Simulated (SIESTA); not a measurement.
**MgB2: single point with revPBE**

The system is MgB2.

```xyz
3
Lattice="3.0850 0.0000 0.0000 -1.5425 2.6717 0.0000 0.0000 0.0000 3.5230" Properties=species:S:1:pos:R:3 pbc="T T T"
Mg    0.0000    0.0000    0.0000
B     1.5425    0.8906    1.7615
B     0.0000    1.7811    1.7615
```

```
Program             : SIESTA 5.4.2
Task                : single point
Functional          : revPBE
Potentials or basis : PseudoDojo 0.4 standard (PBE files)
Basis               : DZP (energy shift 0.003 Ry; two zetas on semicore shells)
Grid cutoff         : 800 Ry
Energy shift        : 0.003 Ry
k mesh              : 10 × 10 × 8
Occupations         : fermi-dirac, width 0.05 eV
Spin                : no spin polarisation
```

```
Pressure               : 5.6 GPa
Band gap on the k mesh : none (metal or under the smearing width)
```

Stress tensor (GPa, compression positive):
```
 7.16 -0.01  0.00
-0.01  7.15  0.00
 0.00  0.00  2.49
```

Wall time 100 s on 1 thread of Intel(R) Xeon(R) Platinum 8488C (Sapphire Rapids), on a shared host, peak memory 0.37 GiB.

Caveat: the potentials were made for another functional, which shifts forces and pressure; the basis of atomic orbitals isn't converged, which shifts pressures, moduli and gaps.
